Platinum metal can be computed with many approximations to exchange and correlation, the quantum part of the electron–electron energy. Each approximation, called a functional, gives its own equilibrium volume per atom and its own bulk modulus, the resistance to uniform squeezing. Three results are hidden below. Can PBE, revPBE and r2SCAN be forecast from the rest?

ABINIT 10.8.3, plane-wave DFT with PAW datasets for fcc platinum, without spin polarisation, spin–orbit coupling or dispersion correction. All rows use a 12 × 12 × 12 k-mesh and Fermi–Dirac smearing of 0.05 eV. Equilibrium volume, bulk modulus and its pressure derivative (the slope) come from a fit to energies at seven volumes from 14.18 to 15.98 Å³/atom.

| functional | potentials | wave cutoff | equilibrium volume (Å³/atom) | bulk modulus (GPa) | bulk modulus slope |
| --- | --- | --- | --- | --- | --- |
| LDA | JTH-PAW-LDA-v2.0 | 544.228 eV | 14.800 | 308.2 | 5.320 |
| PBE | JTH-PAW-PBE-v2.0 | 435.382 eV | ? | ? | ? |
| PBEsol | JTH-PAW-PBE-v2.0 | 707.496 eV | 15.122 | 288.2 | 5.390 |
| revPBE | JTH-PAW-PBE-v2.0 | 544.228 eV | ? | ? | ? |
| r2SCAN | JTH-PAW-PBE-v2.0 | 517.016 eV | ? | ? | ? |
| AM05 | JTH-PAW-PBE-v2.0 | 435.382 eV | 15.023 | 289.9 | 5.420 |
| BP86 | JTH-PAW-PBE-v2.0 | 544.228 eV | 15.825 | 243.6 | 5.410 |
| HCTH407 | JTH-PAW-PBE-v2.0 | 435.382 eV | 15.345 | 223.0 | 5.730 |
| LDA-PZ | JTH-PAW-LDA-v2.0 | 544.228 eV | 14.812 | 307.4 | 5.250 |
| PW91 | JTH-PAW-PBE-v2.0 | 544.228 eV | 15.735 | 249.2 | 5.400 |
| SOGGA | JTH-PAW-PBE-v2.0 | 544.228 eV | 14.948 | 301.9 | 5.360 |
| WC | JTH-PAW-PBE-v2.0 | 544.228 eV | 15.245 | 282.9 | 5.330 |

The table starts with LDA, which treats each point as if it lay in a uniform electron gas. It gives the smallest cell among the visible rows, 14.80 Å³, practically level with its near-twin LDA-PZ, a second parametrisation of the same functional. LDA is well known to overbind: it makes bonds too favourable and pulls the atoms together.

PBEsol, AM05, SOGGA and WC, all designed with solids in mind, expand the cell slightly. BP86 and PW91 expand it more, to about 15.8 and 15.7 Å³. These functionals also respond to the density gradient, and their exchange lowers the energy where the density varies strongly. Pulling atoms apart makes the density between them more uneven, so a stronger response to gradients favours a larger cell. Gradient terms in correlation oppose part of this push. That is the argument from theory; the table shows only the volumes.

The bulk modulus mostly falls as the cell grows, from 308 GPa in LDA to 244 GPa in BP86. This does not make LDA the intrinsically stiffer description, because each modulus belongs to a different volume. The computed pressures allow a comparison at one volume, 15.38 Å³, where LDA has 249 GPa and BP86 283 GPa. A larger equilibrium cell is softer mainly because its atoms sit farther apart.

HCTH407 breaks the pattern. Its cell is smaller than that of BP86, yet its modulus is only 223 GPa. At the common volume it is still soft, at 220 GPa, so volume does not explain it. The functional was adjusted to molecular data and does not reduce to the uniform electron gas; that makes its construction a suspect. The PAW dataset borrowed from PBE is another, and no row tests either suspicion.

For a forecast, the response of exchange to gradients must become a number. Let e be the fractional gain in exchange energy over LDA at a reduced gradient of 1, where the density changes substantially over its own natural length scale. A least-squares line through SOGGA, PBEsol, WC, PW91 and BP86 gives

volume in Å³ = 13.86 + 10.73 × e.

Predicting each of these rows from the other four gives a typical error of 0.12 Å³. The five rows also differ in their correlation, which the line ignores; by their formulas SOGGA and PBEsol have almost the same e, yet their cells differ by 0.17 Å³. The line misses LDA by 0.94 Å³, AM05 by 0.79 Å³ and HCTH407 by 0.46 Å³, all on the low side. Exchange alone is therefore not a universal ruler. Correlation is the likely reason for the first two misses: LDA has no gradient terms there, and AM05 has a correlation specially paired with its exchange. The exchange of HCTH407 differs from that of LDA even in a uniform gas, so its e is not purely a response to gradients.

PBE, which took no part in the fit, serves as the worked case. Its exchange formula gives e = μ/(1 + μ/κ), where μ ≈ 0.22 sets the initial response to gradients and κ ≈ 0.80 sets its ceiling. Hence e = 0.22/(1 + 0.22/0.80) = 0.1725, and the volume is 13.86 + 10.73 × 0.1725 = 15.71 Å³. revPBE raises the ceiling, so its cell should be larger.

r2SCAN also uses the kinetic-energy density and has no single e. The mean of PBEsol and WC stands in for it, on the guess that r2SCAN, built to be accurate for slowly varying densities, behaves like functionals designed for solids. A second line, of bulk modulus against volume, then supplies the stiffness; it was fitted to seven rows, without HCTH407 and the duplicate LDA-PZ. The ranges are judgements, wider than the scatter of the fits.

- **PBE:** 15.71 ± 0.15 Å³ and 251 ± 12 GPa, close to PW91.
- **revPBE:** 15.87 ± 0.20 Å³ and 241 ± 16 GPa, larger and softer than PBE.
- **r2SCAN:** 15.18 ± 0.30 Å³ and 285 ± 25 GPa, near the functionals designed for solids.

The withheld rows as computed:

| functional | potentials | wave cutoff | equilibrium volume (Å³/atom) | bulk modulus (GPa) | bulk modulus slope |
| --- | --- | --- | --- | --- | --- |
| PBE | JTH-PAW-PBE-v2.0 | 435.382 eV | 15.702 | 249.4 | 5.410 |
| revPBE | JTH-PAW-PBE-v2.0 | 544.228 eV | 15.870 | 238.1 | 5.450 |
| r2SCAN | JTH-PAW-PBE-v2.0 | 517.016 eV | 15.421 | 276.5 | 5.290 |

PBE and revPBE land within about 0.01 Å³ of their forecasts, much closer than the model's usual error, so this precision should not be expected again. PBE was also an easy target, because it was built as a simpler form of PW91, which is in the fit. The choice of gradient matters: at 1.5 instead of 1, the same kind of line fits its five rows better but puts revPBE at 16.06 Å³, too large by about 0.2 Å³. Between these two, the visible rows favour 1.5, so the close hit for revPBE owes much to the gradient that was picked. The moduli come out 1 and 3 GPa below the forecasts.

r2SCAN stays inside its range, but its cell is 0.24 Å³ larger than forecast. It lies between the functionals designed for solids and PW91, so the borrowed e was a poor guide. Its use of the kinetic-energy density may be the reason. The PAW dataset made for PBE may also play a part, and the run warned that the density became too small at some points and was reset. Its total energies are large and positive, whereas those of every other row are large and negative; a constant offset would not change the fit, but it suggests that the dataset is handled differently in this run. No row separates these influences. The modulus is only 8 GPa below the forecast, because r2SCAN is somewhat stiffer than the line gives for its actual volume.

Spin-orbit coupling, which matters for an element as heavy as platinum, is absent from every row, so small differences from experiment could not rank these functionals. Other limits touch the comparison itself. The plane-wave cutoffs run from 435 to 707 eV with no convergence test shown, and the gradient-corrected functionals other than PBE, as well as r2SCAN, borrow PAW datasets made for PBE. PBE, revPBE, BP86 and PW91 have only one sampled volume above their minimum, but their fits follow the energies to 0.02 meV per atom or better, so the effect on the moduli is expected to be small beside the contrasts in the table. The moduli at the common volume come from pressures at a fixed basis, which lie slightly low, but the contrasts discussed here are much larger than that error. When functionals are compared with each other, the practical rule is to look at the volume before interpreting the stiffness. A second look at a common volume is worthwhile too: there LDA and BP86 change order, while HCTH407 stays the softest of the three.
